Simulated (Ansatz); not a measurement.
MnS in Ansatz: convergence with k mesh

Crystal: MnS.

```xyz
2
Lattice="1.8300 1.0565 2.9709 -1.8300 1.0565 2.9709 0.0000 -2.1131 2.9709" Properties=species:S:1:pos:R:3 pbc="T T T"
Mn    0.0000    0.0000    0.0000
S     0.0000    0.0000    4.4564
```

The cell is a database's computed one.

```yaml
Program: Ansatz 0.2.0
Task: convergence study
Functional: PBE
Potentials_or_basis: Ansatz PAW
Cutoff: "420 eV (not typed: the program's choice for these potentials)"
k_mesh: 3 × 3 × 3
Occupations: gaussian, width 0.05 eV
Spin: collinear spin, ferromagnetic start
Starting_moments: "[4.0, 0.0] μB"
```

These are the settings of the first run; the series varies k mesh, with any setting tied to it.

Hardware: 2 threads of Intel(R) Xeon(R) Processor @ 2.50GHz (Skylake/Cascade Lake), with other jobs on the host.

Question: The values tried are 3 × 3 × 3, 4 × 4 × 4, 5 × 5 × 5, 7 × 7 × 7, 8 × 8 × 8, 10 × 10 × 10, 12 × 12 × 12, 15 × 15 × 15, loosest first. From which on does the absolute moment stay within 0.02 μB of the tightest run that finished?

Answer: From 12 × 12 × 12 on.

| k mesh | energy less the tightest run, at zero smearing (meV/atom) | pressure (GPa) | absolute moment (μB) | SCF cycles | CPU time (s) | peak memory (GiB) |
| --- | --- | --- | --- | --- | --- | --- |
| 3 × 3 × 3 | 79.06 | -1.70 | 4.56 | 11 | 3.2 | 0.3 |
| 4 × 4 × 4 | -1.10 | -4.88 | 4.38 | 10 | 4.5 | 0.31 |
| 5 × 5 × 5 | -3.90 | -2.82 | 4.55 | 8 | 4.4 | 0.32 |
| 7 × 7 × 7 | -4.18 | -1.85 | 4.64 | 11 | 8.8 | 0.35 |
| 8 × 8 × 8 | -3.37 | -1.45 | 4.67 | 11 | 12 | 0.38 |
| 10 × 10 × 10 | 1.33 | -1.33 | 4.68 | 11 | 21 | 0.42 |
| 12 × 12 × 12 | 1.87 | -2.29 | 4.60 | 11 | 32 | 0.48 |
| 15 × 15 × 15 | 0.00 | -2.17 | 4.61 | 11 | 58 | 0.6 |

Not settled before the last step: the energy (to 1 meV/atom), the pressure (to 0.1 GPa). Meshes of other sizes hit other points, so gaps and Fermi surfaces needn't settle smoothly. The tightest run that finished is the yardstick and may itself not be fully converged.

Caveat, for the tightest run too: a cell with one magnetic atom can't hold antiferromagnetic order, which such compounds often take; semilocal functionals often make such compounds metallic where correlation or magnetic order opens a gap, which also shifts bond lengths.
